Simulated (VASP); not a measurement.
# AlRu (Pm-3m) in VASP: further runs

The runs below take AlRu through band structure, density of states, with PBE, r2SCAN+U.

Program: VASP 6.6.1. These are calculated values, not measurements. Logs are shortened: lines on timing, memory, paths and dates and some standing lists are left out, and cuts for length are marked.

**1. The structure**

The structure is cubic, space group Pm-3m (No. 221). The conventional cell has a = 2.992 Å, b = 2.992 Å, c = 2.992 Å, α = 90.00°, β = 90.00°, γ = 90.00°. Ru (site symmetry m-3m) has 8 Al at 2.59 Å as nearest neighbours. Al (site symmetry m-3m) is surrounded by 8 Ru at 2.59 Å.

**2. Band structure, PBE**

Contents of POSCAR:

```
AlRu
1.0
    2.9916000000      0.0000000000      0.0000000000
    0.0000000000      2.9916000000      0.0000000000
    0.0000000000      0.0000000000      2.9916000000
Ru Al
1 1
Direct
    0.5000000000      0.5000000000      0.5000000000
    0.0000000000      0.0000000000      0.0000000000
```

Contents of INCAR.step1:

```
PREC = Accurate
ENCUT = 600
EDIFF = 1E-7
ISMEAR = -1
SIGMA = 0.05
LREAL = F
LASPH = T
NELM = 80
ALGO = Normal
ISIF = 2
LWAVE = F
LCHARG = T
LMAXMIX = 4
GGA = PE
NBANDS = 16
```

Contents of KPOINTS.step1:

```
regular mesh
0
Gamma
  9 9 9
```

Contents of INCAR.step2:

```
PREC = Accurate
ENCUT = 600
EDIFF = 1E-7
ISMEAR = 0
SIGMA = 0.05
LREAL = F
LASPH = T
NELM = 80
ALGO = Normal
ISIF = 2
LWAVE = F
LCHARG = F
LMAXMIX = 4
GGA = PE
NBANDS = 16
ICHARG = 11
```

Contents of KPOINTS.step2:

```
path GXMGRX,MR
10
line-mode
reciprocal
 0.0000000000  0.0000000000  0.0000000000  G
 0.0000000000  0.5000000000  0.0000000000  X

 0.0000000000  0.5000000000  0.0000000000  X
 0.5000000000  0.5000000000  0.0000000000  M

 0.5000000000  0.5000000000  0.0000000000  M
 0.0000000000  0.0000000000  0.0000000000  G

 0.0000000000  0.0000000000  0.0000000000  G
 0.5000000000  0.5000000000  0.5000000000  R

 0.5000000000  0.5000000000  0.5000000000  R
 0.0000000000  0.5000000000  0.0000000000  X

 0.5000000000  0.5000000000  0.0000000000  M
 0.5000000000  0.5000000000  0.5000000000  R
```

Potentials or basis: VASP PAW PBE potentials, release 64 (Ru_pv, Al).

The run is started by

```console
$ cat potpaw_PBE.64/Ru_pv/POTCAR potpaw_PBE.64/Al/POTCAR > POTCAR
$ cp INCAR.step1 INCAR
$ cp KPOINTS.step1 KPOINTS
$ mpirun -np 1 vasp_std > vasp.out
$ cp INCAR.step2 INCAR
$ cp KPOINTS.step2 KPOINTS
$ mpirun -np 1 vasp_std > vasp.out
```

OUTCAR:

```text
PREC = Accurate
   ENCUT = 600
   EDIFF = 1E-7
   ISMEAR = 0
   LREAL = F
   LASPH = T
   NELM = 80
   ISIF = 2
   GGA = PE
   ICHARG = 11

 ion  position               nearest neighbor table
   1  0.500  0.500  0.500-   2 2.59   2 2.59   2 2.59   2 2.59   2 2.59   2 2.59   2 2.59   2 2.59

   2  0.000  0.000  0.000-   1 2.59   1 2.59   1 2.59   1 2.59   1 2.59   1 2.59   1 2.59   1 2.59

  LATTYP: Found a simple cubic cell.
 ALAT       =     2.9916000000

  Lattice vectors:

 A1 = (   2.9916000000,   0.0000000000,   0.0000000000)
 A2 = (   0.0000000000,   2.9916000000,   0.0000000000)
 A3 = (   0.0000000000,   0.0000000000,   2.9916000000)

Analysis of symmetry for initial positions (statically):
=====================================================================
 Subroutine PRICEL returns:
 Original cell was already a primitive cell.

 Routine SETGRP: Setting up the symmetry group for a
 simple cubic supercell.

 Subroutine GETGRP returns: Found 48 space group operations
 (whereof 48 operations were pure point group operations)
 out of a pool of 48 trial point group operations.

The static configuration has the point symmetry O_h .

Analysis of symmetry for dynamics (positions and initial velocities):
=====================================================================
 Subroutine PRICEL returns:
 Original cell was already a primitive cell.

 Routine SETGRP: Setting up the symmetry group for a
 simple cubic supercell.

 Subroutine GETGRP returns: Found 48 space group operations
 (whereof 48 operations were pure point group operations)
 out of a pool of 48 trial point group operations.

The dynamic configuration has the point symmetry O_h .

 Subroutine INISYM returns: Found 48 space group operations
 (whereof 48 operations are pure point group operations),
 and found     1 'primitive' translations

----------------------------------------------------------------------------------------

                                     Primitive cell

  volume of cell :      26.7738

  direct lattice vectors                    reciprocal lattice vectors
     2.991600000  0.000000000  0.000000000     0.334269287  0.000000000  0.000000000
     0.000000000  2.991600000  0.000000000     0.000000000  0.334269287  0.000000000
     0.000000000  0.000000000  2.991600000     0.000000000  0.000000000  0.334269287

  length of vectors
     2.991600000  2.991600000  2.991600000     0.334269287  0.334269287  0.334269287

  position of ions in fractional coordinates (direct lattice)
     0.500000000  0.500000000  0.500000000
     0.000000000  0.000000000  0.000000000

  ion indices of the primitive-cell ions
   primitive index   ion index
                 1           1
                 2           2

----------------------------------------------------------------------------------------

 KPOINTS: path GXMGRX,MR

Interpolating k-points between supplied coordinates.

 Line segments in fractional coordinates (reciprocal lattice):
    0.000000  0.000000  0.000000  ...  0.000000  0.500000  0.000000
    0.000000  0.500000  0.000000  ...  0.500000  0.500000  0.000000
    0.500000  0.500000  0.000000  ...  0.000000  0.000000  0.000000
    0.000000  0.000000  0.000000  ...  0.500000  0.500000  0.500000
    0.500000  0.500000  0.500000  ...  0.000000  0.500000  0.000000
    0.500000  0.500000  0.000000  ...  0.500000  0.500000  0.500000

 Generated    10 points on each line segment, for a total of     60 k-points:

 Following reciprocal coordinates:
            Coordinates               Weight
  0.000000  0.000000  0.000000      0.016667
  0.000000  0.055556  0.000000      0.016667
  0.000000  0.111111  0.000000      0.016667
  0.000000  0.166667  0.000000      0.016667
  0.000000  0.222222  0.000000      0.016667
  0.000000  0.277778  0.000000      0.016667
[... 16 lines left out ...]
  0.388889  0.388889  0.000000      0.016667
  0.333333  0.333333  0.000000      0.016667
 [... further k-points ...]
   k-points           NKPTS =     60   k-points in BZ     NKDIM =     60   number of bands    NBANDS=     16
   number of dos      NEDOS =    301   number of ions     NIONS =      2
   total plane-waves  NPLWV =  13824
   dimension x,y,z NGX =    24 NGY =   24 NGZ =   24
   dimension x,y,z NGXF=    48 NGYF=   48 NGZF=   48
   ions per type =               1   1
   NGX,Y,Z   is equivalent  to a cutoff of  13.34, 13.34, 13.34 a.u.
   NGXF,Y,Z  is equivalent  to a cutoff of  26.67, 26.67, 26.67 a.u.
 SYSTEM =  unknown system
   PREC   = accura    normal or accurate (medium, high low for compatibility)
   ISTART =      0    job   : 0-new  1-cont  2-samecut
   ICHARG =     11    charge: 1-file 2-atom 10-const
   ISPIN  =      1    spin polarized calculation?
   LNONCOLLINEAR =      F non collinear calculations
   LSORBIT =      F    spin-orbit coupling
   LASPH  =      T    aspherical Exc in radial PAW
   ENCUT  =  600.0 eV  44.10 Ry    6.64 a.u.   5.97  5.97  5.97*2*pi/ulx,y,z
   NELM   =     80;   NELMIN=  2; NELMDL=  0     # of ELM steps
   EDIFF  = 0.1E-06   stopping-criterion for ELM
   LREAL  =      F    real-space projection
   EDIFFG = 0.1E-05   stopping-criterion for IOM
   NSW    =      0    number of steps for IOM
   IBRION =     -1    ionic relax: 0-MD 1-quasi-New 2-CG
   NFREE  =      0    steps in history (QN), initial steepest desc. (CG)
   ISIF   =      2    stress and relaxation
   ISYM   =      2    0-nonsym 1-usesym 2-fastsym
   POTIM  = 0.5000    time-step for ionic-motion
   TEBEG  =    0.0;   TEEND  =   0.0 temperature during run
   PSTRESS=    0.0 pullay stress
   NELECT =      17.0000    total number of electrons
   NUPDOWN=      -1.0000    fix difference up-down
   EMIN   =  10.00;   EMAX   =-10.00  energy-range for DOS
   EFERMI =   0.00;   METHOD = LEGACY
   ISMEAR =     0;   SIGMA  =   0.05  broadening in eV -4-tet -1-fermi 0-gaus
   EFERMI_NEDOS =   21; number of points for ismear=-14 and -15
   IALGO  =     38    algorithm
   IMIX   =      4    mixing-type and parameters
     AMIX     =   0.40;   BMIX     =  1.00
     AMIX_MAG =   1.60;   BMIX_MAG =  1.00
  volume/ion in A,a.u.               =      13.39        90.34
  Fermi-wavevector in a.u.,A,eV,Ry     =   1.407087  2.659009 26.938090  1.979894
  Thomas-Fermi vector in A             =   2.529382
   LORBIT       =      0    0 simple, 1 ext, 2 COOP (PROOUT), +10 PAW based schemes
   GGA     = PE    functional components
   LHFCALC =     F    Hartree Fock is set to
   AEXX    =    0.0000 exact exchange contribution
   IVDW    =     0    specifies the selected vdW correction
   LEPSILON=     F    determine dielectric tensor
   LRPA    =     F    only Hartree local field effects (RPA)
 non-spin polarized calculation
 Gauss-broadening in eV      SIGMA  =   0.05
  energy-cutoff  :      600.00
  volume of cell :       26.77
 maximum number of plane-waves:       922
 NGX is ok and might be reduce to    24

 number of electron      16.9999995 magnetization

 Free energy of the ion-electron system (eV)
  ---------------------------------------------------
  ext. energy  EPLUGINS =         0.00000000
  ---------------------------------------------------
  free energy    TOTEN  =       -13.51755564 eV

  energy without entropy =      -13.51755562  energy(sigma->0) =      -13.51755563

 E-fermi :  11.7020     XC(G=0): -12.5686

 val. band max:       11.5295434100   @ k =   0.5000   0.5000   0.1667
 cond. band min:      11.8698524649   @ k =   0.2778   0.5000   0.2778
 fundamental gap:      0.3403090549
 Fermi energy:        11.7019780433

 k-point     1 :       0.0000    0.0000    0.0000
  band No.  band energies     occupation
      1     -31.0784      2.00000
      2     -31.0784      2.00000
      3     -31.0784      2.00000
      4       1.0423      2.00000
      5       7.1436      2.00000
      6       7.1436      2.00000
[... 8 lines left out ...]
     15      22.7890      0.00000
     16      25.8244      0.00000

 k-point     2 :       0.0000    0.0556    0.0000
  band No.  band energies     occupation
      1     -31.0848      2.00000
      2     -31.0778      2.00000
      3     -31.0778      2.00000
      4       1.1017      2.00000
      5       7.1646      2.00000
      6       7.1650      2.00000
[... 8 lines left out ...]
     15      22.7891      0.00000
     16      26.0092      0.00000

 k-point     3 :       0.0000    0.1111    0.0000
  band No.  band energies     occupation
      1     -31.1031      2.00000
      2     -31.0763      2.00000
      3     -31.0763      2.00000
      4       1.2784      2.00000
      5       7.2190      2.00000
      6       7.2258      2.00000
[... 8 lines left out ...]
     15      22.7899      0.00000
     16      26.5890      0.00000

 k-point     4 :       0.0000    0.1667    0.0000
  band No.  band energies     occupation
      1     -31.1310      2.00000
      2     -31.0739      2.00000
      3     -31.0739      2.00000
      4       1.5674      2.00000
      5       7.2742      2.00000
      6       7.3222      2.00000
[... 8 lines left out ...]
     15      22.9808      0.00000
     16      27.5777      0.00000
[... 324 lines left out ...]
 k-point    22 :       0.4444    0.4444    0.0000
  band No.  band energies     occupation
      1     -31.2555      2.00000
      2     -31.2549      2.00000
      3     -31.0434      2.00000
      4       4.7017      2.00000
      5       7.4291      2.00000
      6       9.2316      2.00000
[... 8 lines left out ...]
     15      24.2750      0.00000
     16      25.3844      0.00000

 k-point    23 :       0.3889    0.3889    0.0000
  band No.  band energies     occupation
      1     -31.2413      2.00000
      2     -31.2393      2.00000
      3     -31.0466      2.00000
      4       4.6880      2.00000
      5       6.9992      2.00000
      6       8.9327      2.00000
[... 8 lines left out ...]
     15      23.4823      0.00000
     16      25.9330      0.00000

 k-point    24 :       0.3333    0.3333    0.0000
  band No.  band energies     occupation
      1     -31.2188      2.00000
      2     -31.2152      2.00000
      3     -31.0514      2.00000
      4       4.3304      2.00000
      5       6.8666      2.00000
      6       8.5542      2.00000
[... 8 lines left out ...]
     15      23.2609      0.00000
     16      25.5451      0.00000

 [... further k-points ...]

------------------------ aborting loop because EDIFF is reached ----------------------------------------

  FORCE on cell =-STRESS in cart. coord.  units (eV):
  Direction    XX          YY          ZZ          XY          YZ          ZX
  --------------------------------------------------------------------------------------
  -------------------------------------------------------------------------------------
  Total        6.1492912      6.1492912      6.1492912      0.0000000      0.0000000      0.0000000
  in kB      367.9807225    367.9807225    367.9807225      0.0000000      0.0000000      0.0000000
  external PRESSURE =     367.9807225 kB  Pullay stress =       0.0000000 kB

 VOLUME and BASIS-vectors are now :
 -----------------------------------------------------------------------------
  energy-cutoff  :      600.00
  volume of cell :       26.77
      direct lattice vectors                 reciprocal lattice vectors
     2.991600000  0.000000000  0.000000000     0.334269287  0.000000000  0.000000000
     0.000000000  2.991600000  0.000000000     0.000000000  0.334269287  0.000000000
     0.000000000  0.000000000  2.991600000     0.000000000  0.000000000  0.334269287

 POSITION                                       TOTAL-FORCE (eV/Angst)
 -----------------------------------------------------------------------------------
      1.49580      1.49580      1.49580         0.000000      0.000000      0.000000
      0.00000      0.00000      0.00000         0.000000      0.000000      0.000000
 -----------------------------------------------------------------------------------
    total drift:                                0.000000     -0.000000     -0.000000

  FREE ENERGIE OF THE ION-ELECTRON SYSTEM (eV)
  ---------------------------------------------------
  free  energy   TOTEN  =       -13.5175556351 eV

  energy  without entropy=      -13.5175556224  energy(sigma->0) =      -13.51755563
```

It took 9.2 s on 1 thread of Intel Xeon 6975P-C (Granite Rapids), shared host; peak memory 0.15 GiB.

What came out:

```
Band gap along the path : none (metal or under the smearing width)
```

Levels at the corners of the path, in eV from the Fermi level:
| point | band 5 | band 6 | band 7 | band 8 | band 9 | band 10 | band 11 | band 12 |
| --- | --- | --- | --- | --- | --- | --- | --- | --- |
| Γ | -3.49 | -3.49 | 0.24 | 0.24 | 0.24 | 6.16 | 6.16 | 6.16 |
| X | -5.40 | -2.69 | -1.54 | -1.54 | 0.49 | 2.36 | 7.53 | 11.11 |
| X | -5.40 | -2.69 | -1.54 | -1.54 | 0.49 | 2.36 | 7.53 | 11.11 |
| M | -2.98 | -1.28 | -1.28 | -1.10 | -1.10 | 1.60 | 5.39 | 6.30 |
| M | -2.98 | -1.28 | -1.28 | -1.10 | -1.10 | 1.60 | 5.39 | 6.30 |
| Γ | -3.49 | -3.49 | 0.24 | 0.24 | 0.24 | 6.16 | 6.16 | 6.16 |
| Γ | -3.49 | -3.49 | 0.24 | 0.24 | 0.24 | 6.16 | 6.16 | 6.16 |
| R | -4.56 | -4.56 | 1.69 | 1.69 | 2.66 | 4.22 | 4.22 | 4.22 |
| R | -4.56 | -4.56 | 1.69 | 1.69 | 2.66 | 4.22 | 4.22 | 4.22 |
| X | -5.40 | -2.69 | -1.54 | -1.54 | 0.49 | 2.36 | 7.53 | 11.11 |
| M | -2.98 | -1.28 | -1.28 | -1.10 | -1.10 | 1.60 | 5.39 | 6.30 |
| R | -4.56 | -4.56 | 1.69 | 1.69 | 2.66 | 4.22 | 4.22 | 4.22 |

Caveat: the log is that of the step along the path at fixed density, whose energy, stress, charges and moments have no meaning.

**3. Density of states, r2SCAN+U**

Contents of INCAR:

```
PREC     = Accurate       # precision mode
ENCUT    = 520            # plane-wave cutoff, eV
EDIFF    = 1E-6           # SCF threshold, eV
ISMEAR   = -5             # smearing method
SIGMA    = 0.05           # smearing width, eV
LREAL    = False          # projectors in reciprocal space
LASPH    = True           # aspherical terms in the spheres
NELM     = 60             # most SCF steps
ALGO     = Normal         # electronic algorithm
ISIF     = 2              # what is computed and relaxed
LWAVE    = False          # write WAVECAR
LCHARG   = False          # write CHGCAR
LMAXMIX  = 4              # l up to which the mixer works
LDAU     = True           # DFT+U
LDAUTYPE = 2            
LDAUL    = 2 -1           # shell
LDAUU    = 3.5 0          # U, eV
LDAUJ    = 0 0          
LDAUPRINT= 1            
METAGGA  = R2SCAN         # meta-GGA
LMIXTAU  = True         
LORBIT   = 10             # projections on sites
NBANDS   = 16             # bands
NEDOS    = 2001           # points of the DOS
```

Contents of KPOINTS:

```
regular mesh
0
Gamma
  9 9 9
```

POSCAR is that of step 2.

Potentials or basis: VASP PAW PBE potentials, release 64 (Ru_pv, Al).

The run is started by

```console
$ cat potpaw_PBE.64/Ru_pv/POTCAR potpaw_PBE.64/Al/POTCAR > POTCAR
$ mpirun -np 1 vasp_std > vasp.out
```

Wall time 24 s (1 thread of Intel Xeon Platinum 8559C (Emerald Rapids), shared host); peak memory 0.15 GiB.

The run converged. Its results:

| Item | Value |
| --- | --- |
| Free energy | -29.6723 eV |
| Pressure | -3.8 GPa |
| Band gap on the k mesh | none (metal or under the smearing width) |
| Valence electrons inside the program's atomic spheres | Ru 12.87; Al 0.80 |

Levels at points of the mesh, in eV from the Fermi level:
```
           k point  band 7  band 8  band 9  band 10  band 11  band 12
(0.00, 0.00, 0.00)    0.01    0.01    0.01     6.89     6.89     6.89
```

States per cell in windows of 0.5 eV (zero at the Fermi level; states under -8 eV left out):
```csv
from (eV),total,Ru1_d,Al2_p,Al2_s,Ru1_p,Ru1_s,Al2_d
-8.0,0.13,0.00,0.00,0.02,0.00,0.02,0.00
-7.5,0.16,0.01,0.00,0.03,0.01,0.02,0.00
-7.0,0.23,0.03,0.01,0.04,0.01,0.02,0.00
-6.5,0.54,0.13,0.01,0.09,0.02,0.03,0.00
-6.0,0.59,0.19,0.01,0.09,0.02,0.01,0.00
-5.5,0.13,0.06,0.01,0.01,0.00,0.00,0.00
-5.0,0.16,0.06,0.01,0.01,0.01,0.01,0.00
-4.5,0.47,0.20,0.04,0.01,0.01,0.03,0.00
-4.0,0.95,0.42,0.08,0.01,0.02,0.05,0.00
-3.5,0.67,0.34,0.05,0.01,0.02,0.02,0.00
-3.0,0.87,0.54,0.04,0.00,0.02,0.01,0.00
-2.5,0.73,0.48,0.03,0.00,0.02,0.00,0.00
-2.0,0.91,0.66,0.03,0.00,0.02,0.01,0.00
-1.5,1.71,1.26,0.04,0.00,0.03,0.03,0.00
-1.0,1.42,1.06,0.03,0.00,0.04,0.01,0.00
-0.5,1.16,0.88,0.02,0.00,0.04,0.01,0.00
0.0,0.38,0.24,0.01,0.00,0.03,0.01,0.00
0.5,0.22,0.12,0.01,0.00,0.02,0.00,0.00
1.0,0.16,0.09,0.01,0.00,0.02,0.00,0.00
1.5,0.12,0.07,0.00,0.00,0.01,0.00,0.00
2.0,0.05,0.02,0.00,0.00,0.01,0.00,0.00
2.5,0.21,0.16,0.01,0.00,0.01,0.00,0.00
3.0,0.76,0.54,0.04,0.01,0.02,0.03,0.00
3.5,0.42,0.24,0.03,0.01,0.03,0.01,0.00
4.0,0.31,0.15,0.03,0.01,0.02,0.01,0.00
4.5,0.22,0.08,0.03,0.02,0.02,0.00,0.00
5.0,0.17,0.04,0.02,0.02,0.02,0.00,0.00
5.5,0.15,0.03,0.01,0.03,0.01,0.00,0.00
6.0,0.48,0.15,0.03,0.06,0.02,0.05,0.00
6.5,0.69,0.20,0.05,0.07,0.04,0.06,0.00
7.0,0.51,0.13,0.05,0.05,0.04,0.03,0.00
7.5,0.59,0.14,0.06,0.05,0.04,0.03,0.00
```

Eigenvalues of the final occupation matrices:
| site | spin | trace | eigenvalues |
| --- | --- | --- | --- |
| site 1 d | 1 | 3.18 | 0.49 0.49 0.73 0.73 0.73 |
| site 1 d | 2 | 3.18 | 0.49 0.49 0.73 0.73 0.73 |

Caveat: the PAW data sets were made with another functional, which shifts forces and pressure a little; U without spin polarisation on a metal has little footing; the U is typed as a test and isn't derived for this compound; tetrahedron occupations give inexact forces and stress in metals.

**4. For comparison**

An earlier run on the cell as given: functional PBEsol; potentials or basis VASP PAW PBE potentials, release 64 (Ru_pv, Al); cutoff 520 eV; k mesh 9 × 9 × 9; occupations fermi-dirac, width 0.05 eV; no spin polarisation.

* Pressure: -3.3 GPa
* Band gap on the k mesh: none (metal or under the smearing width)

**5. The runs side by side**

| task | level | U | cutoff (eV) | smearing | ladder | other keys | gap on the mesh (eV) | pressure (GPa) |
| --- | --- | --- | --- | --- | --- | --- | --- | --- |
| band structure | PBE | - | 600 | fermi-dirac 0.05 eV | - | ALGO = Normal | - | - |
| density of states | r2SCAN+U | Ru d U = 3.5 eV | 520 | tetrahedron | - | - | none | -3.8 |
| single point | PBEsol | - | 520 | fermi-dirac 0.05 eV | free | - | none | -3.3 |

Alike in all rows: potentials or basis VASP PAW PBE potentials, release 64 (Ru_pv, Al); no spin polarisation; cell as given; k mesh 9 × 9 × 9.

Caveats: the PAW data sets were made with another functional, which shifts forces and pressure a little (some runs); U without spin polarisation on a metal has little footing (some runs); the U is typed as a test and isn't derived for this compound (some runs); tetrahedron occupations give inexact forces and stress in metals (some runs).

Total energies depend on the potentials used, so only differences within one code and one set of settings carry meaning.
